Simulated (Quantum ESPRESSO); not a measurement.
# ZnO (zincite) (P6_3mc) in Quantum ESPRESSO: equation of state

Aim: energy against volume of ZnO (zincite) in PBE, for its equilibrium volume and stiffness.

Everything below comes from runs of Quantum ESPRESSO 7.5. Logs are shortened: lines on timing, memory, paths and dates and some standing lists are left out, and cuts for length are marked.

## 1. The crystal as given

It takes space group P6_3mc (No. 186, hexagonal). Conventional cell: a = 3.249 Å, b = 3.249 Å, c = 5.206 Å, α = 90.00°, β = 90.00°, γ = 120.00°. Zn (site symmetry 3m) has 4 O at 1.97 to 1.98 Å as nearest neighbours. O (site symmetry 3m) has 4 Zn at 1.97 to 1.98 Å as nearest neighbours.

## 2. Single point, PBE, 11.19 Å³/atom

The input, pw.in:

```
&CONTROL
  calculation = 'scf'
  prefix = 'pwscf'
  outdir = './tmp'
  pseudo_dir = './pseudo'
  tprnfor = .true.
  tstress = .true.
  disk_io = 'nowf'
/
&SYSTEM
  ibrav = 0
  nat = 4
  ntyp = 2
  ecutwfc = 55
  ecutrho = 440
  nbnd = 36
  occupations = 'smearing'
  smearing = 'fd'
  degauss = 0.00367493
/
&ELECTRONS
  conv_thr = 8d-10
  electron_maxstep = 120
  mixing_beta = 0.5
/
ATOMIC_SPECIES
Zn    65.3800 Zn_pbe_v1.uspp.F.UPF
O     15.9990 O.pbe-n-kjpaw_psl.0.1.UPF
CELL_PARAMETERS angstrom
   3.1829769797    0.0000000000    0.0000000000
  -1.5914884899    2.7565389241    0.0000000000
   0.0000000000    0.0000000000    5.0994402224
ATOMIC_POSITIONS crystal
Zn     0.6666666667    0.3333333333    0.0000000000
Zn     0.3333333333    0.6666666667    0.5000000000
O      0.3333333333    0.6666666667    0.8790100000
O      0.6666666667    0.3333333333    0.3790100000
K_POINTS automatic
9 9 5 0 0 0
```

Potentials or basis: SSSP 1.3 efficiency PBE.

On the command line:

```
$ OMP_NUM_THREADS=1 pw.x -in pw.in > pw.out
```

pw.out:

```text
This program is part of the open-source Quantum ESPRESSO suite
     for quantum simulation of materials; please cite
         "P. Giannozzi et al., J. Phys.:Condens. Matter 21 395502 (2009);
         "P. Giannozzi et al., J. Phys.:Condens. Matter 29 465901 (2017);
         "P. Giannozzi et al., J. Chem. Phys. 152 154105 (2020);
     in publications or presentations arising from this work. More details at

     file O.pbe-n-kjpaw_psl.0.1.UPF: wavefunction(s)  2P renormalized
     Message from routine setup:
     using ibrav=0 with symmetry is DISCOURAGED, use correct ibrav instead

     G-vector sticks info
     --------------------
     sticks:   dense  smooth     PW     G-vecs:    dense   smooth      PW
     Sum        1099     559    163                47051    16623    2791

     Using Slab Decomposition

     bravais-lattice index     =            0
     lattice parameter (alat)  =       6.0150  a.u.
     unit-cell volume          =     301.9373 (a.u.)^3
     number of atoms/cell      =            4
     number of atomic types    =            2
     number of electrons       =        52.00
     number of Kohn-Sham states=           36
     kinetic-energy cutoff     =      55.0000  Ry
     charge density cutoff     =     440.0000  Ry
     scf convergence threshold =      8.0E-10
     mixing beta               =       0.5000
     number of iterations used =            8  plain     mixing
     Exchange-correlation= SLA  PW   PBX  PBC
                           (   1   4   3   4   0   0   0)

     celldm(1)=   6.014955  celldm(2)=   0.000000  celldm(3)=   0.000000
     celldm(4)=   0.000000  celldm(5)=   0.000000  celldm(6)=   0.000000

     crystal axes: (cart. coord. in units of alat)
               a(1) = (   1.000000   0.000000   0.000000 )
               a(2) = (  -0.500000   0.866025   0.000000 )
               a(3) = (   0.000000   0.000000   1.602098 )

     reciprocal axes: (cart. coord. in units 2 pi/alat)
               b(1) = (  1.000000  0.577350 -0.000000 )
               b(2) = (  0.000000  1.154701  0.000000 )
               b(3) = (  0.000000 -0.000000  0.624182 )

     PseudoPot. # 1 for Zn read from file:
     Zn_pbe_v1.uspp.F.UPF
     Pseudo is Ultrasoft, Zval = 20.0
     Generated by new atomic code, or converted to UPF format
     Using radial grid of  943 points,  6 beta functions with:
                l(1) =   0
                l(2) =   0
                l(3) =   1
                l(4) =   1
                l(5) =   2
                l(6) =   2
     Q(r) pseudized with  8 coefficients,  rinner =    1.100   1.100   1.100
                                                       1.100   1.100

     PseudoPot. # 2 for O  read from file:
     O.pbe-n-kjpaw_psl.0.1.UPF
     Pseudo is Projector augmented-wave + core cor, Zval =  6.0
     Generated using "atomic" code by A. Dal Corso  v.5.0.99 svn rev. 10869
     Shape of augmentation charge: BESSEL
     Using radial grid of 1095 points,  4 beta functions with:
                l(1) =   0
                l(2) =   0
                l(3) =   1
                l(4) =   1
     Q(r) pseudized with 0 coefficients

     atomic species   valence    mass     pseudopotential
     Zn               20.00    65.38000     Zn( 1.00)
     O                 6.00    15.99900     O ( 1.00)

     12 Sym. Ops. (no inversion) found ( 6 have fractional translation)

   Cartesian axes

     site n.     atom                  positions (alat units)
         1        Zn     tau(   1) = (   0.5000000   0.2886751   0.0000000  )
         2        Zn     tau(   2) = (  -0.0000000   0.5773503   0.8010489  )
         3        O      tau(   3) = (  -0.0000000   0.5773503   1.4082599  )
         4        O      tau(   4) = (   0.5000000   0.2886751   0.6072111  )

     number of k points=    36  Fermi-Dirac smearing, width (Ry)=  0.0037
                       cart. coord. in units 2pi/alat
        k(    1) = (   0.0000000   0.0000000   0.0000000), wk =   0.0049383
        k(    2) = (   0.0000000   0.0000000   0.1248363), wk =   0.0098765
        k(    3) = (   0.0000000   0.0000000   0.2496727), wk =   0.0098765
        k(    4) = (   0.0000000   0.1283001   0.0000000), wk =   0.0296296
        k(    5) = (   0.0000000   0.1283001   0.1248363), wk =   0.0592593
        k(    6) = (   0.0000000   0.1283001   0.2496727), wk =   0.0592593
[... 28 lines left out ...]
        k(   35) = (   0.3333333   0.5773503   0.1248363), wk =   0.0197531
        k(   36) = (   0.3333333   0.5773503   0.2496727), wk =   0.0197531

     Dense  grid:    47051 G-vectors     FFT dimensions: (  45,  45,  72)

     Smooth grid:    16623 G-vectors     FFT dimensions: (  30,  30,  48)

     Initial potential from superposition of free atoms

     starting charge      51.9997, renormalised to      52.0000
     Starting wfcs are   34 randomized atomic wfcs +    2 random wfcs

     Self-consistent Calculation

     iteration #  1     ecut=    55.00 Ry     beta= 0.50
     Davidson diagonalization with overlap
     ethr =  1.00E-02,  avg # of iterations =  4.3

     total energy              =   -1006.25272269 Ry
     estimated scf accuracy    <       0.82477389 Ry

     iteration #  2     ecut=    55.00 Ry     beta= 0.50
     Davidson diagonalization with overlap
     ethr =  1.59E-03,  avg # of iterations =  2.0
[... 43 lines left out ...]
     total energy              =   -1006.55641814 Ry
     estimated scf accuracy    <          9.6E-09 Ry

     iteration #  9     ecut=    55.00 Ry     beta= 0.50
     Davidson diagonalization with overlap
     ethr =  1.85E-11,  avg # of iterations =  2.0

     End of self-consistent calculation

          k = 0.0000 0.0000 0.0000 (  2069 PWs)   bands (ev):

  -113.6363-113.6361 -67.8406 -67.8361 -67.8351 -67.8351 -67.8343 -67.8343
    -8.7135  -7.8740   3.7742   3.8586   3.8586   3.9064   4.0767   4.0767
     5.2178   5.2178   5.4646   5.4646   5.7567   9.0004   9.0004   9.7949
     9.8875   9.8875  10.7802  15.3423  18.3632  23.0817  23.0817  24.3946
    24.4571  24.4571  26.7320  28.4464

          k = 0.0000 0.0000 0.1248 (  2075 PWs)   bands (ev):
[... 273 lines left out ...]
  -113.6360-113.6360 -67.8388 -67.8388 -67.8368 -67.8364 -67.8361 -67.8361
    -7.7274  -7.7274   3.7897   3.7897   3.9509   4.1516   4.6874   4.6874
     5.1982   5.2439   5.7763   5.7763   6.0777   6.0777   6.7063   7.3244
     8.4698   8.4698  17.9068  18.0742  18.1643  18.1643  19.2700  19.2700
    24.9290  26.3134  26.3134  26.9756

     the Fermi energy is    10.3707 ev

!    total energy              =   -1006.55641814 Ry
     estimated scf accuracy    <          2.4E-10 Ry
     smearing contrib. (-TS)   =      -0.00000011 Ry
     internal energy E=F+TS    =   -1006.55641804 Ry

     The total energy is F=E-TS. E is the sum of the following terms:
     one-electron contribution =    -787.40376171 Ry
     hartree contribution      =     417.52635738 Ry
     xc contribution           =     -99.65535111 Ry
     ewald contribution        =    -518.00054146 Ry
     one-center paw contrib.   =     -19.02312114 Ry

     convergence has been achieved in   9 iterations

     Forces acting on atoms (cartesian axes, Ry/au):

     atom    1 type  1   force =     0.00000000    0.00000000   -0.00372625
     atom    2 type  1   force =     0.00000000    0.00000000   -0.00372625
     atom    3 type  2   force =    -0.00000000   -0.00000000    0.00372625
     atom    4 type  2   force =     0.00000000    0.00000000    0.00372625

     Total force =     0.007453     Total SCF correction =     0.000019

     Computing stress (Cartesian axis) and pressure

          total   stress  (Ry/bohr**3)                   (kbar)     P=      158.60
   0.00103101   0.00000000   0.00000000          151.67        0.00        0.00
   0.00000000   0.00103101   0.00000000            0.00      151.67        0.00
  -0.00000000  -0.00000000   0.00117247           -0.00       -0.00      172.48

=------------------------------------------------------------------------------=
   JOB DONE.
=------------------------------------------------------------------------------=
```

Run time: 45 s. Hardware: 1 thread of Arm Neoverse V1, shared host; peak memory 0.25 GiB.

Results:

* Free energy: -13694.8977 eV
* Pressure: 15.9 GPa
* Largest force: 0.096 eV/Å
* Band gap on the k mesh: 0.89 eV, direct

## 3. Single point, PBE, 11.42 Å³/atom

Changes to pw.in since step 2:

```diff
@@ -29,5 +29,5 @@
 CELL_PARAMETERS angstrom
-   3.1829769797    0.0000000000    0.0000000000
-  -1.5914884899    2.7565389241    0.0000000000
-   0.0000000000    0.0000000000    5.0994402224
+   3.2053930491    0.0000000000    0.0000000000
+  -1.6026965246    2.7759518096    0.0000000000
+   0.0000000000    0.0000000000    5.1353529565
 ATOMIC_POSITIONS crystal
```

Potentials or basis: SSSP 1.3 efficiency PBE.

On the command line:

```
$ OMP_NUM_THREADS=1 pw.x -in pw.in > pw.out
```

Run time: 46 s. Hardware: 1 thread of Arm Neoverse V1, shared host; peak memory 0.26 GiB.

The run converged. Its results:

| Property | Result |
| --- | --- |
| Free energy | -13694.9818 eV |
| Pressure | 11.9 GPa |
| Largest force | 0.088 eV/Å |
| Band gap on the k mesh | 0.86 eV, direct |

## 4. Single point, PBE, 11.66 Å³/atom

Changes to pw.in since step 3:

```diff
@@ -29,5 +29,5 @@
 CELL_PARAMETERS angstrom
-   3.2053930491    0.0000000000    0.0000000000
-  -1.6026965246    2.7759518096    0.0000000000
-   0.0000000000    0.0000000000    5.1353529565
+   3.2274999067    0.0000000000    0.0000000000
+  -1.6137499533    2.7950969099    0.0000000000
+   0.0000000000    0.0000000000    5.1707703030
 ATOMIC_POSITIONS crystal
```

On the command line:

```
$ OMP_NUM_THREADS=1 pw.x -in pw.in > pw.out
```

Run time: 46 s. Hardware: 1 thread of Arm Neoverse V1, shared host; peak memory 0.26 GiB.

It converged, with:

* Free energy: -13695.0434 eV
* Pressure: 8.3 GPa
* Largest force: 0.079 eV/Å
* Band gap on the k mesh: 0.83 eV, direct

## 5. Single point, PBE, 11.90 Å³/atom

Changes to pw.in since step 4:

```diff
@@ -29,5 +29,5 @@
 CELL_PARAMETERS angstrom
-   3.2274999067    0.0000000000    0.0000000000
-  -1.6137499533    2.7950969099    0.0000000000
-   0.0000000000    0.0000000000    5.1707703030
+   3.2493080000    0.0000000000    0.0000000000
+  -1.6246540000    2.8139832727    0.0000000000
+   0.0000000000    0.0000000000    5.2057090000
 ATOMIC_POSITIONS crystal
```

Potentials or basis: SSSP 1.3 efficiency PBE.

On the command line:

```
$ OMP_NUM_THREADS=1 pw.x -in pw.in > pw.out
```

pw.out:

```text
This program is part of the open-source Quantum ESPRESSO suite
     for quantum simulation of materials; please cite
         "P. Giannozzi et al., J. Phys.:Condens. Matter 21 395502 (2009);
         "P. Giannozzi et al., J. Phys.:Condens. Matter 29 465901 (2017);
         "P. Giannozzi et al., J. Chem. Phys. 152 154105 (2020);
     in publications or presentations arising from this work. More details at

     file O.pbe-n-kjpaw_psl.0.1.UPF: wavefunction(s)  2P renormalized
     Message from routine setup:
     using ibrav=0 with symmetry is DISCOURAGED, use correct ibrav instead

     G-vector sticks info
     --------------------
     sticks:   dense  smooth     PW     G-vecs:    dense   smooth      PW
     Sum        1147     583    163                50111    17777    2875

     Using Slab Decomposition

     bravais-lattice index     =            0
     lattice parameter (alat)  =       6.1403  a.u.
     unit-cell volume          =     321.2099 (a.u.)^3
     number of atoms/cell      =            4
     number of atomic types    =            2
[... 460 lines left out ...]
     7.5276   7.5276  16.7737  16.7797  16.7797  16.8976  17.8473  17.8473
    23.6210  24.6147  24.6147  25.6210

     the Fermi energy is     9.2610 ev

!    total energy              =   -1006.57017843 Ry
     estimated scf accuracy    <          2.0E-10 Ry
     smearing contrib. (-TS)   =      -0.00000025 Ry
     internal energy E=F+TS    =   -1006.57017818 Ry

     The total energy is F=E-TS. E is the sum of the following terms:
     one-electron contribution =    -805.28205661 Ry
     hartree contribution      =     424.68844324 Ry
     xc contribution           =     -99.52218382 Ry
     ewald contribution        =    -507.42613471 Ry
     one-center paw contrib.   =     -19.02824628 Ry

     convergence has been achieved in   9 iterations

     Forces acting on atoms (cartesian axes, Ry/au):

     atom    1 type  1   force =    -0.00000000    0.00000000   -0.00279648
     atom    2 type  1   force =     0.00000000    0.00000000   -0.00279648
     atom    3 type  2   force =    -0.00000000   -0.00000000    0.00279648
     atom    4 type  2   force =    -0.00000000   -0.00000000    0.00279648

     Total force =     0.005593     Total SCF correction =     0.000008

     Computing stress (Cartesian axis) and pressure

          total   stress  (Ry/bohr**3)                   (kbar)     P=       51.10
   0.00030847   0.00000000  -0.00000000           45.38        0.00       -0.00
   0.00000000   0.00030847  -0.00000000            0.00       45.38       -0.00
  -0.00000000  -0.00000000   0.00042507           -0.00       -0.00       62.53

=------------------------------------------------------------------------------=
   JOB DONE.
=------------------------------------------------------------------------------=
```

It took 46 s on 1 thread of Arm Neoverse V1, shared host; peak memory 0.26 GiB.

Results:

```yaml
Free_energy: -13695.0850 eV
Pressure: 5.1 GPa
Largest_force: 0.072 eV/Å
Band_gap_on_the_k_mesh: 0.80 eV, direct
```

## 6. Single point, PBE, 12.14 Å³/atom

Changes to pw.in since step 5:

```diff
@@ -29,5 +29,5 @@
 CELL_PARAMETERS angstrom
-   3.2493080000    0.0000000000    0.0000000000
-  -1.6246540000    2.8139832727    0.0000000000
-   0.0000000000    0.0000000000    5.2057090000
+   3.2708272232    0.0000000000    0.0000000000
+  -1.6354136116    2.8326194666    0.0000000000
+   0.0000000000    0.0000000000    5.2401848988
 ATOMIC_POSITIONS crystal
```

Potentials or basis: SSSP 1.3 efficiency PBE.

On the command line:

```
$ OMP_NUM_THREADS=1 pw.x -in pw.in > pw.out
```

Run time: 48 s. Hardware: 1 thread of Arm Neoverse V1, shared host; peak memory 0.27 GiB.

The run converged. Its results:

```
Free energy            : -13695.1084 eV
Pressure               : 2.2 GPa
Largest force          : 0.065 eV/Å
Band gap on the k mesh : 0.77 eV, direct
```

## 7. Single point, PBE, 12.38 Å³/atom

Changes to pw.in since step 6:

```diff
@@ -29,5 +29,5 @@
 CELL_PARAMETERS angstrom
-   3.2708272232    0.0000000000    0.0000000000
-  -1.6354136116    2.8326194666    0.0000000000
-   0.0000000000    0.0000000000    5.2401848988
+   3.2920669561    0.0000000000    0.0000000000
+  -1.6460334781    2.8510136149    0.0000000000
+   0.0000000000    0.0000000000    5.2742130269
 ATOMIC_POSITIONS crystal
```

On the command line:

```
$ OMP_NUM_THREADS=1 pw.x -in pw.in > pw.out
```

Run time: 49 s. Hardware: 1 thread of Arm Neoverse V1, shared host; peak memory 0.27 GiB.

It converged, with:

* Free energy: -13695.1155 eV
* Pressure: -0.4 GPa
* Largest force: 0.058 eV/Å
* Band gap on the k mesh: 0.75 eV, direct

## 8. Single point, PBE, 12.61 Å³/atom

Changes to pw.in since step 7:

```diff
@@ -29,5 +29,5 @@
 CELL_PARAMETERS angstrom
-   3.2920669561    0.0000000000    0.0000000000
-  -1.6460334781    2.8510136149    0.0000000000
-   0.0000000000    0.0000000000    5.2742130269
+   3.3130361008    0.0000000000    0.0000000000
+  -1.6565180504    2.8691734269    0.0000000000
+   0.0000000000    0.0000000000    5.3078076462
 ATOMIC_POSITIONS crystal
```

On the command line:

```
$ OMP_NUM_THREADS=1 pw.x -in pw.in > pw.out
```

It took 49 s on 1 thread of Arm Neoverse V1, shared host; peak memory 0.28 GiB.

The run converged. Its results:

```yaml
Free_energy: -13695.1079 eV
Pressure: -2.7 GPa
Largest_force: 0.052 eV/Å
Band_gap_on_the_k_mesh: 0.72 eV, direct
```

## 9. Equation of state, PBE

Potentials or basis: SSSP 1.3 efficiency PBE.

No new run: the results of the series are fitted here.

What came out:

- Equilibrium volume: 12.37 Å³/atom
- Bulk modulus at fixed shape and positions: 129 GPa
- Pressure derivative of the bulk modulus: 4.4

Energy against volume, from the lowest point:
| volume (Å³/atom) | energy (meV/atom) |
| --- | --- |
| 11.186 | 54.44 |
| 11.424 | 33.43 |
| 11.662 | 18.02 |
| 11.900 | 7.63 |
| 12.138 | 1.78 |
| 12.376 | 0.00 |
| 12.614 | 1.89 |

Caveat: the cell was scaled at fixed shape and fractional positions, which overstates the stiffness of a crystal with free parameters, most of all of layers and chains.
